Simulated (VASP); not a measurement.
# WS2: single point with PBE+D3(BJ)

Crystal: WS2.

```
W S
1.0
     1.50005    0.86605    5.85516
    -1.50005    0.86605    5.85516
     0.00000   -1.73211    5.85516
W S
1 2
Cartesian
  0.0000 0.0000 0.0000
  0.0000 0.0000 13.1794
  0.0000 0.0000 10.2055
```

Measurements of this composition are mostly on another form, of space group No. 194.

The cell isn't the ideal one: strain -0.050 along x and y, -0.050 along z, atoms carried along.

| Quantity | Value |
| --- | --- |
| Program | VASP 6.6.1 |
| Task | single point |
| Functional | PBE |
| Dispersion | D3(BJ) |
| Potentials or basis | VASP PAW PBE potentials, release 64 (W_sv, S) |
| Cutoff | 520 eV |
| k mesh | 12 × 12 × 12 |
| Occupations | gaussian, width 0.05 eV |
| Spin | no spin polarisation |
| Dipole correction | no |
| Further INCAR settings | ALGO = Fast; EDIFF = 1e-06; NBANDS = 20 |

```yaml
Pressure: 36.5 GPa
Largest_force: 4.064 eV/Å
Band_gap_on_the_k_mesh: 0.85 eV, indirect (least direct gap 2.30 eV)
Dispersion_energy_per_atom: -0.501 eV
```

Forces on the atoms (eV/Å):
```
W    0.000  0.000 -0.857
S    0.000  0.000  4.064
S    0.000  0.000 -3.207
```

Stress tensor (GPa, compression positive):
```
35.45  0.00  0.00
 0.00 35.45  0.00
 0.00  0.00 38.57
```

Levels at points of the mesh, in eV from the valence-band top:
```
           k point  band 11  band 12  band 13  band 14  band 15  band 16
(0.00, 0.00, 0.00)    -2.79    -1.96    -1.66     2.34     2.34     2.99
(0.50, 0.00, 0.00)    -2.96    -2.21    -2.03     2.68     2.83     3.80
(0.50, 0.50, 0.00)    -3.79    -2.29    -1.92     2.61     2.95     3.48
(0.50, 0.50, 0.50)    -2.75    -2.75     0.00     2.49     2.49     2.75
```

Run time: 7.9 min on 1 thread of AMD EPYC 9R45 (Zen 5), on a shared host, peak memory 0.4 GiB.

Caveat: so large a pressure means that the cell lies far from this level's equilibrium, or that cutoff or potentials fall short; spin-orbit coupling is left out, which moves the levels of the heavy elements; forces of over 1 eV/Å show positions far from the minimum, so gaps and moduli don't describe the material at rest. A k mesh can miss the band edges.
